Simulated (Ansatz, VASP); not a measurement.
**Te: VASP beside Ansatz**

```
CELL_PARAMETERS angstrom
-1.96398 1.96398 1.96398
1.96398 -1.96398 1.96398
1.96398 1.96398 -1.96398
ATOMIC_POSITIONS crystal
Te 0.00000 0.00000 0.00000
```

Change from the starting cell: volume scaled by 1.06.

Alike in both runs: task single point; functional PBE; k mesh 14 × 14 × 14; occupations fermi-dirac, width 0.05 eV; no spin polarisation.

|  | VASP | Ansatz |
| --- | --- | --- |
| version | VASP 6.6.1 | Ansatz 0.2.0 |
| potentials or method | VASP PAW PBE potentials, release 64 (Te), cutoff 520 eV | all-electron LAPW, scalar-relativistic |

VASP gave:

| Property | Result |
| --- | --- |
| pressure (GPa) | -2.8 |

Q: Which values does Ansatz return?

A: Pressure (GPa): -2.7.

Ansatz ran all-electron here, so the differences hold the error of VASP's frozen core and of both bases.

The runs have no spin-orbit coupling, so splittings on Te are missing.
